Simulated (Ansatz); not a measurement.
Reaction (ligand exchange at a Ti–O bond): `C[O][Ti]([F])([Cl])[O]C(C)(C)C` + H₂Se → `C[O][Ti]([F])([Cl])[SeH]` + `CC(C)(C)O`

Program: Ansatz. Geometries: PBE0-D4/def2-TZVP. ΔE: electronic, gas phase. CBS: MP2 limit from def2 TZ/QZ plus the TZ coupled-cluster correction, frozen cores. DFT in def2-TZVPP. B3LYP here is the variant with VWN-RPA as its local correlation; programs differ in this. For Se, Ti outer-core shells are correlated without core-valence functions, which leaves a few kJ/mol of doubt a bond. Scalar relativity is left out up to krypton. Each species was taken in one conformer, which may not be the lowest.

(1) Is it downhill or uphill in electronic energy at CCSD(T)/CBS, and by how much? (An estimate is asked.)

(2) What do these levels give: PBE0-D4, B3LYP-D4, PBE0, HF/def2-TZVPP, MP2/def2-TZVPP, HF/def2-QZVPP? (An estimate is asked.)

Largest T1 diagnostic among the species: 0.023, so the coupled-cluster value is less sure than usual.

Answers

(1) The calculation gave: Uphill: ΔE = +45.4 kJ/mol.

(2) Computed: PBE0-D4 39.9, B3LYP-D4 49.6, PBE0 33.4, HF/def2-TZVPP 52.5, MP2/def2-TZVPP 40.0, HF/def2-QZVPP 53.0 kJ/mol.

In def2-TZVPP, CCSD(T) changes the Hartree–Fock value by −3.7 kJ/mol (the triples alone add −3.6 kJ/mol) and MP2 by −12.4 kJ/mol. The D4 term adds +9.2 kJ/mol with B3LYP and +6.5 kJ/mol with PBE0; it sums over pairs of atoms, weighted by their polarisabilities, and B3LYP, whose exchange is more repulsive, gets the larger term.
